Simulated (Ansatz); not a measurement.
# Sn started on an O site in rutile SnO2, 72 atoms, charge +2

Theory: Ansatz, DFT, PBEsol, PAW, plane waves.

Command:

```sh
ansatz run in.yaml --threads 8 --pin off --max-ram 118750MiB --runs-dir r --events-out ev --progress --plain --backend cuda --devices 0, --max-vram 170GiB
```

The input less its lattice and atoms:

```yaml
crystal:
  symmetry: { detect: false }
kpoints:
  mp_grid: { grid: [1, 1, 1], shift: [0.25, 0.25, 0.25] }
hamiltonian:
  xc: pbesol
total_charge: 2
scf:
  occupations: { method: fermi_dirac, width: 0.01 }
relax:
  f_tol: 0.03
  max_steps: 80
  escape_saddle: false
  adjacent_minimum: "off"
output:
  forces: true
  eigenvalues: true
  populations: true
  charged_corrections: { epsilon: 12 }
```

Start:

```
Sn O
1.0
     9.53809    0.00000    0.00000
     0.00000    9.53809    0.00000
     0.00000    0.00000    9.63630
Sn O
25 47
Direct
  0.00049 0.00229 0.00044
  0.00213 0.00257 0.33841
  0.00203 0.00159 0.66785
  0.00394 0.49737 0.00320
  0.99751 0.49794 0.33530
  0.99673 0.49700 0.66543
  0.50769 0.99868 0.99969
  0.49657 0.00221 0.33424
  0.50090 0.00489 0.66954
  0.50259 0.50142 0.99795
  0.49817 0.50157 0.33547
  0.49878 0.50057 0.66781
  0.25067 0.25174 0.16196
  0.25062 0.25079 0.49787
  0.24887 0.25216 0.82901
  0.24743 0.74857 0.16709
  0.25014 0.74930 0.49743
  0.24987 0.74985 0.83457
  0.75369 0.24852 0.16564
  0.74461 0.25322 0.50268
  0.75032 0.24966 0.83368
  0.74965 0.75264 0.16508
  0.75049 0.75606 0.50195
  0.75129 0.74641 0.82961
  0.59538 0.40281 0.50123
  0.15564 0.15012 0.99770
  0.15426 0.15586 0.33317
  0.14834 0.15659 0.66808
  0.15352 0.65322 0.00312
  0.14918 0.65705 0.33332
  0.15295 0.65216 0.66884
  0.65079 0.15159 0.99762
  0.65426 0.15151 0.32966
  0.65448 0.15565 0.66673
  0.65380 0.65345 0.00107
  0.65761 0.65305 0.33639
  0.65317 0.65571 0.66651
  0.35104 0.34788 0.00455
  0.34572 0.34553 0.33178
  0.34608 0.34834 0.66587
  0.34945 0.84714 0.99908
  0.34639 0.84434 0.33204
  0.34678 0.85045 0.66550
  0.84465 0.34385 0.99798
  0.84498 0.34704 0.33161
  0.84596 0.34591 0.67062
  0.84876 0.84453 0.00032
  0.84726 0.84808 0.33535
  0.84403 0.84604 0.66482
  0.09688 0.40882 0.16629
  0.09792 0.40097 0.49849
  0.10003 0.39953 0.83267
  0.09610 0.90249 0.16545
  0.09888 0.90389 0.49896
  0.09419 0.90150 0.83209
  0.59573 0.40138 0.16707
  0.59232 0.40498 0.83411
  0.59524 0.90059 0.16818
  0.59838 0.90357 0.49850
  0.60038 0.90325 0.83078
  0.40279 0.09679 0.16906
  0.39877 0.09756 0.50064
  0.40149 0.09706 0.83565
  0.40211 0.59711 0.16475
  0.40391 0.59842 0.49761
  0.40291 0.59775 0.83312
  0.90370 0.09728 0.16612
  0.90569 0.09295 0.50013
  0.90282 0.09847 0.83438
  0.89754 0.59779 0.16861
  0.90376 0.59576 0.49994
  0.90126 0.59626 0.83619
```

Steps:

| step | energy less the first (eV) | largest force component (eV/Å) |
| --- | --- | --- |
| start | 0.000 | 17.394 |
| 1 | -8.215 | 8.313 |
| 2 | -12.053 | 2.581 |
| 3 | -13.668 | 1.381 |
| 4 | -14.202 | 0.781 |
| 5 | -14.468 | 0.941 |
| 6 | -14.802 | 0.613 |
| 7 | -15.148 | 0.687 |
| 8 | -15.529 | 0.716 |
| 9 | -15.931 | 0.727 |
| 10 | -16.299 | 0.509 |
| 11 | -16.572 | 0.673 |
| 12 | -16.641 | 0.941 |
| 13 | -16.879 | 0.593 |
| 14 | -17.097 | 0.487 |
| 15 | -17.274 | 0.574 |
| 16 | -17.332 | 0.200 |
| 17 | -17.341 | 0.085 |
| 18 | -17.342 | 0.028 |

End:

```xyz
72
Lattice="9.5381 0.0000 0.0000 0.0000 9.5381 0.0000 0.0000 0.0000 9.6363" Properties=species:S:1:pos:R:3 pbc="T T T"
Sn    9.4990    0.0766    9.6362
Sn    0.0888    9.5276    3.1817
Sn    0.0927    9.5271    6.4553
Sn    9.5071    4.8045    0.0003
Sn    0.0699    4.7677    3.1533
Sn    0.0728    4.7675    6.4858
Sn    4.7823    9.5213    0.0022
Sn    4.6008    9.4966    3.1201
Sn    4.6027    9.4978    6.5188
Sn    4.7936    4.7743    9.6329
Sn    4.6432    4.8935    3.1384
Sn    4.6621    4.8836    6.4853
Sn    2.3859    2.4028    1.5836
Sn    2.3847    2.4048    4.8197
Sn    2.3885    2.4045    8.0534
Sn    2.3400    7.1767    1.5661
Sn    2.3255    7.1281    4.8170
Sn    2.3461    7.1722    8.0667
Sn    7.1452    2.4190    1.5863
Sn    6.8303    1.3312    4.8149
Sn    7.1461    2.4145    8.0536
Sn    7.1554    7.1747    1.5977
Sn    7.1772    7.2681    4.8226
Sn    7.1604    7.1824    8.0423
Sn    6.9261    3.9668    4.8286
O     1.4062    1.5291    9.6355
O     1.4942    1.4886    3.2131
O     1.4930    1.4882    6.4247
O     1.4239    6.2400    9.6348
O     1.4234    6.2599    3.2005
O     1.4260    6.2599    6.4333
O     6.2127    1.4828    0.0028
O     6.1051    1.2992    2.9152
O     6.1025    1.3056    6.7155
O     6.2749    6.1996    9.6360
O     6.2097    6.2826    3.2609
O     6.2078    6.3078    6.3878
O     3.3547    3.3032    0.0023
O     3.3528    3.3060    3.2243
O     3.3486    3.3066    6.4139
O     3.2850    8.0791    9.6352
O     3.2964    7.9912    3.2261
O     3.2992    7.9920    6.4072
O     8.0570    3.3513    0.0018
O     8.0513    3.4533    3.1359
O     8.0588    3.4447    6.5051
O     8.0314    8.1608    0.0038
O     8.1003    8.1059    3.2128
O     8.1082    8.1110    6.4252
O     0.9560    3.8697    1.5718
O     0.9375    3.8962    4.8185
O     0.9604    3.8731    8.0666
O     0.9224    8.6401    1.5697
O     0.9749    8.6121    4.8167
O     0.9255    8.6378    8.0682
O     5.6840    3.9055    1.6433
O     5.6841    3.8936    8.0001
O     5.5897    8.5031    1.5964
O     5.8482    8.8959    4.8184
O     5.5951    8.5141    8.0461
O     3.7209    0.8611    1.5426
O     3.8612    0.9238    4.8186
O     3.7232    0.8636    8.0954
O     3.7879    5.7235    1.5461
O     3.7830    5.6841    4.8137
O     3.7953    5.7185    8.0771
O     8.6395    0.9836    1.6473
O     8.7499    0.8508    4.8182
O     8.6372    0.9798    7.9902
O     8.6470    5.7616    1.6098
O     8.4409    5.5446    4.8227
O     8.6479    5.7614    8.0272
```

The run converged.

Time: 15 s of wall time on one NVIDIA GB200 with 8 processor threads, on a host shared with other runs; peak host memory 1.9 GiB.

Q: How much energy did the relaxation gain, and which atom moved most?

A: 17.34 eV in 18 steps, from a start with small random displacements; atom 25 (Sn) moved 1.25 Å, the median atom 0.07 Å (drift of the whole cell removed).

The one k point has no symmetry partners, which can distort the end along one axis.
